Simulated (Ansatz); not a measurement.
# Bi: equation of state

The task here is to estimate one member of a computed series from the others.

Computed with Ansatz 0.2.0 (DFT PBE, scalar-relativistic, unless a step's input says otherwise).

## The starting structure

The structure is monoclinic, space group C2/m (No. 12). Conventional cell: a = 6.673 Å, b = 6.111 Å, c = 3.300 Å, α = 90.00°, β = 110.41°, γ = 90.00°. Bi (site symmetry m) has 6 Bi at 3.15 to 3.31 Å as nearest neighbours.

As a file:

```
Bi
1.0
     3.33628   -3.05540    0.00000
     3.33628    3.05540    0.00000
    -1.15098    0.00000    3.09291
Bi
2
Direct
  0.25180 0.25180 0.14900
  0.74820 0.74820 0.85100
```

The cell is a measured one (Crystallography Open Database entry 8100521); the temperature and pressure of the measurement aren't taken into account, and nothing was relaxed.

Atoms are numbered in the order of the input: Bi1, Bi2.

Set-up of the first run:

Contents of input.yaml:

```yaml
crystal:
  lattice:
    - [3.2687529035, -2.9935579811, 0.0]
    - [3.2687529035, 2.9935579811, 0.0]
    - [-1.1276838925, 0.0, 3.0303087698]
  atoms:
    - { symbol: Bi, position: [0.2518, 0.2518, 0.149] }
    - { symbol: Bi, position: [0.7482, 0.7482, 0.851] }
kpoints:
  mp_grid: { grid: [8, 8, 11] }
scf:
  occupations: { method: fermi_dirac, width: 0.05 }
hamiltonian:
  xc: pbe
  pseudopotentials: { kind: all_electron, lapw: { basis_error: 0.00025 } }
output:
  forces: true
  stress: true
  eigenvalues: true
```

Launch:

```sh
ansatz run input.yaml --threads 1 --pin off --max-ram 2048MiB --backend cpu --events-out ev --progress --plain --runs-dir out
```

Among the steps run: Volume × 0.9405, LAPW; Volume × 0.9405, PAW; Volume × 0.9405, crystal datasets; Volume × 0.97, LAPW; Volume × 0.97, PAW; Volume × 1.03, LAPW; Volume × 1.03, PAW; Volume × 1.06, LAPW; Volume × 1.06, PAW; Volume × 1.06, crystal datasets.

One table of the session follows, with a row left open; its other results are not shown here.

It belongs to the step «The equation of state». 

```
          method  volume (Å³/atom)  pressure (GPa)  largest force (eV/Å)
            LAPW            29.652            8.79                 0.005
            LAPW            30.582               ?                     ?
            LAPW            31.528            4.09                 0.069
            LAPW            32.474            2.24                 0.097
            LAPW            33.420            0.66                 0.122
             PAW            29.652            8.76                 0.005
             PAW            30.582            6.25                 0.038
             PAW            31.528            4.07                 0.070
             PAW            32.474            2.22                 0.098
             PAW            33.420            0.64                 0.123
crystal datasets            29.652            8.79                 0.005
crystal datasets            31.528            4.09                 0.069
crystal datasets            33.420            0.66                 0.122
```

Q: Estimate the row for LAPW, 30.582 from the others.

The run gave: pressure (GPa): 6.27; largest force (eV/Å): 0.037. In the column «pressure (GPa)» it lies between PAW, 30.582 (6.25) and PAW, 29.652 (8.76).

Limits of these values: Warnings in the runs' records: gradients without spin orbit, crystal datasets made.
